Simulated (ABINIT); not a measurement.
An input for ABINIT 10.8.3 (BAs (F-43m)):

```
acell 3*1.0 Angstrom
rprim 
  -0.000000000000 2.388500000000 2.388500000000
  2.388500000000 -0.000000000000 2.388500000000
  2.388500000000 2.388500000000 -0.000000000000
ntypat 2
znucl 5 33
natom 2
typat 1 2
xred 
  0.000000000000 0.000000000000 0.000000000000
  0.250000000000 0.250000000000 0.250000000000
pp_dirpath "pseudos"
pseudos "B.upf, As.upf"
ecut 44
nspinor 2
ngkpt 6 6 6
nshiftk 1
shiftk 0 0 0
kptopt 1
chksymbreak 0
istwfk *1
occopt 1
irdwfk 1
optdriver 3
nband 130
ecuteps 5.5
inclvkb 0
awtr 1
symchi 1
indata_prefix "in"
outdata_prefix "out"
tmpdata_prefix "tmp"
```

```sh
OMP_NUM_THREADS=1 mpirun -n 4 abinit run.abi > log
```

**Question.** Estimate wall time and host memory on 4 MPI ranks of Arm Neoverse N1, shared host.

It took 20 min; on shared hardware allow 9.9 min to 39 min. Peak host memory was 2.2 GiB.

[Paths, hosts, dates, memory and timing lines, banners, echoed tables and standing remarks are left out of the program output.]

[Logs are printed without paths, hosts, clocks, repeated set-up lines and the standing remarks that a program may print on its own settings, such as how far it seeks lower states.]

[Runs of the session that timed out or met a known fault of the program may be left out.]

[Hosts, paths, dates, database ids (printed as entryN), source tags and the programs' standing remarks are cut or masked in the printed files.]

[G0W0 gaps are taken among the corrected bands and points alone; a level outside them can change the order at an edge.]

[Where Ansatz stands beside ABINIT at settings called matched, ABINIT's density can come from a denser mesh and the files from another edition; pairs whose starting gaps differed by over 0.03 eV were left out, so agreement reads better than it is.]
